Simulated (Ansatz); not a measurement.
Runs of Ansatz 0.2.0 on MgS. The structure is cubic, space group F-43m (No. 216). The conventional cell has a = 5.666 Å, b = 5.666 Å, c = 5.666 Å, α = 90.00°, β = 90.00°, γ = 90.00°. S (site symmetry -43m) has 4 Mg at 2.45 Å as nearest neighbours. Around Mg (site symmetry -43m) lie 4 S at 2.45 Å. The cell comes from a database or a generator and needn't be the stable form of this composition.

```csv
cell,gap on the mesh (eV),pressure (GPa)
relaxed to 10 GPa,3.56,10.0
relaxed to 20 GPa,(b),20.0
relaxed to 30 GPa,3.29,30.0
relaxed,(a),0.0
relaxed to 5 GPa,3.63,5.0
```

Alike in all rows: task relaxation of cell and atoms; level PBEsol; potentials or basis all-electron LAPW, scalar-relativistic; no spin polarisation; k mesh 8 × 8 × 8; smearing fermi-dirac 0.05 eV; basis error allowed 0.001 eV/atom.

Question: Fill in the values left out.

Answer: (a) 3.32; (b) 3.42.

A k mesh can miss the band edges.
